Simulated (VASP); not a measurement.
Crystal: W.

```xyz
1
Lattice="0.0000 2.0300 2.0300 2.0300 0.0000 2.0300 2.0300 2.0300 0.0000" Properties=species:S:1:pos:R:3 pbc="T T T"
W     0.0000    0.0000    0.0000
```

This isn't the form of W at room conditions, which is bcc.

| Quantity | Value |
| --- | --- |
| Program | VASP 6.6.1 |
| Task | relaxation of cell and atoms |
| Functional | BLYP |
| Potentials or basis | VASP PAW PBE potentials, release 64 (W_sv) |
| Cutoff | 600 eV |
| k mesh | 11 × 11 × 11 |
| Occupations | fermi-dirac, width 0.05 eV |
| Spin | no spin polarisation |

At the start: pressure 6.4 GPa; volume 16.73 Å³/atom.

Task: How do energy, volume and symmetry change on relaxing?

Result: Over 4 steps the energy falls by 7.7 meV/atom and the volume is 17.12 Å³/atom (+2.3 %); space group Fm-3m (No. 225, to 0.05 Å).

Step by step:
```csv
step,energy change (eV),largest force (eV/Å),pressure (GPa),volume (Å³)
1,0.0000,0.0000,6.40,16.73
2,0.0614,0.0000,-16.19,18.40
3,-0.0076,0.0000,-0.19,17.13
4,-0.0077,0.0000,-0.01,17.12
```

Final structure:
```cif
data_structure
_symmetry_space_group_name_H-M 'P 1'
_symmetry_Int_Tables_number 1
_cell_length_a 2.8931
_cell_length_b 2.8931
_cell_length_c 2.8931
_cell_angle_alpha 60.000
_cell_angle_beta 60.000
_cell_angle_gamma 60.000
_cell_volume 17.12
loop_
_atom_site_label
_atom_site_type_symbol
_atom_site_fract_x
_atom_site_fract_y
_atom_site_fract_z
_atom_site_occupancy
W1 W 0.00000 0.00000 0.00000 1
```

Caveat: the PAW data sets were made with another functional, which shifts forces and pressure a little.
